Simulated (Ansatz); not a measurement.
Li2S, one cell by several methods

```yaml
crystal:
  lattice:
    - [0.00000, 2.85280, 2.85280]
    - [2.85280, 0.00000, 2.85280]
    - [2.85280, 2.85280, 0.00000]
  atoms:
    - { symbol: S, position: [0.00000, 0.00000, 0.00000] }
    - { symbol: Li, position: [0.25000, 0.25000, 0.25000] }
    - { symbol: Li, position: [0.75000, 0.75000, 0.75000] }
```

Atom numbers follow the list: S1, Li2, Li3.

The structure comes from a relaxation in the same program, started in the fluorite type, and has space group Fm-3m. Whether it is a known phase or the ground state wasn't checked.

All numbers are computed: DFT, PBE, PAW with Ansatz's default frozen-core files, scalar-relativistic (Ansatz 0.2.0); DFT, PBE, all-electron PAW with datasets made for the crystal, scalar-relativistic (Ansatz 0.2.0); DFT, PBE, all-electron LAPW, scalar-relativistic (Ansatz 0.2.0).

For PAW: a Γ-centred 12×12×12 k mesh, Fermi–Dirac smearing of 0.08 eV, cutoff 420 eV, no spin polarisation. The crystal-made all-electron datasets (AE datasets) take a cutoff of 200 eV at this cell. LAPW targets a basis error of 1 meV/atom. The Ansatz runs share mesh, smearing and spin set-up. Plane-wave (PAW) pressures include the program's estimate of the Pulay term.

Stress and pressure are positive in compression.

Levels count from the top of the valence band.

```csv
quantity,PAW,AE datasets,LAPW
pressure (GPa),0.00,0.00,0.00
band gap (eV),3.394,3.393,3.393
highest filled level at Γ (eV),0.000,0.000,0.000
lowest empty level at Γ (eV),4.246,4.243,4.243
highest filled level at X (eV),-1.410,-1.410,-1.410
lowest empty level at X (eV),3.394,3.393,3.393
```

PAW's pressure differs from the LAPW value by about 0.01 GPa or less. Datasets made for the crystal and LAPW share parts of one code, so their agreement isn't an independent check.
